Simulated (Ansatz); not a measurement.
Crystal: W.

```
W
1.0
    -1.58234    1.58234    1.58234
     1.58234   -1.58234    1.58234
     1.58234    1.58234   -1.58234
W
1
Direct
  0.00000 0.00000 0.00000
```

Program: Ansatz 0.2.0. Alike in all runs: potentials or basis Ansatz PAW; no spin polarisation; cell as given.

Question: Order these runs on this cell by their pressure, lowest first.
A. level r2SCAN0; k mesh 6 × 6 × 6; cutoff (eV) 500; smearing fermi-dirac 0.05 eV; mesh quality coarse
B. level PBE; k mesh 12 × 12 × 12; cutoff (eV) 420; smearing gaussian 0.011 eV; mesh quality not flagged
C. level r2SCANh; k mesh 6 × 6 × 6; cutoff (eV) 500; smearing fermi-dirac 0.05 eV; mesh quality coarse
D. level LDA; k mesh 12 × 12 × 12; cutoff (eV) 420; smearing fermi-dirac 0.05 eV; points for each segment of the path 14; mesh quality not flagged

Answer: D (-8.9 GPa), A (-5.8 GPa), C (-3.0 GPa), B (6.0 GPa).

Caveats: some runs use coarse meshes; the PAW data sets come from PBE, with cores solved anew for the run's functional, which leaves a small shift of forces and pressure (some runs); the thresholds are loose for stress (some runs).
